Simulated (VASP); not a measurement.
A run of VASP 6.6.1:

Contents of INCAR:

```
  PREC = Accurate
  ENCUT = 520
  EDIFF = 1E-7
  ISMEAR = 0
  SIGMA = 0.02
  LREAL = False
  LASPH = True
  NELM = 80
  ALGO = Normal
  ISIF = 2
  LWAVE = False
  LCHARG = True
  GGA = PE
  LELF = True
```

File KPOINTS:

```
regular mesh
0
Gamma
  9 9 6
```

Contents of POSCAR:

```
Ge
1.0
    0.0000000000     -2.0983605200     -2.0983605200
    0.0000000000      2.0983605200     -2.0983605200
    4.1967210500      0.0000000000      0.0000000000
Ge
2
Direct
    0.5554013700      0.4948906800      0.5484903900
    0.9445986300      0.0051093200      0.9515096100
```

Potentials or basis: VASP PAW PBE potentials, release 64 (Ge_d).

The run is started by

```bash
$ cat potpaw_PBE.64/Ge_d/POTCAR > POTCAR
$ mpirun -np 1 vasp_std > vasp.out
```

Hardware: 1 thread of Intel(R) Xeon(R) Platinum 8488C (Sapphire Rapids) (shared host).

**Question.** How long does it take, and how much memory?

**Answer.** Wall time 68 s on 1 thread of Intel(R) Xeon(R) Platinum 8488C (Sapphire Rapids), on a shared host, peak memory 0.25 GiB. Counts: scf iterations 13, k points 244.
